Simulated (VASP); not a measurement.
Here is the system:

```xyz
2
Lattice="2.6930 0.0000 0.0000 0.0000 2.6930 0.0000 0.0000 0.0000 3.7152" Properties=species:S:1:pos:R:3 pbc="T T T"
Co     0.0000     0.0000     0.0000
Pt     1.3465     1.3465     1.8576
```
Starting moments (μB, in the order of the record's atoms Co Pt): 1.9 0.4.

These are PBE GGA, VASP's PBE PAW potentials (set 64) (plane waves; VASP) values and carry that method's errors. Run with 400 eV cut-off, Gaussian smearing of 0.050 eV, potentials Co Pt.

Unless said otherwise, spin-orbit coupling is left out, though it shifts the bands of the heavy elements here.

Task: Predict the cell moment, band gap (along the path) with the smallest direct gap where there is one.

Result: 
The band gap (along the path) is none (metal, semimetal or under 0.01 eV) and the cell moment is 2.26 μB.

The compound is CoPt in the L1_0 structure. It was relaxed first.
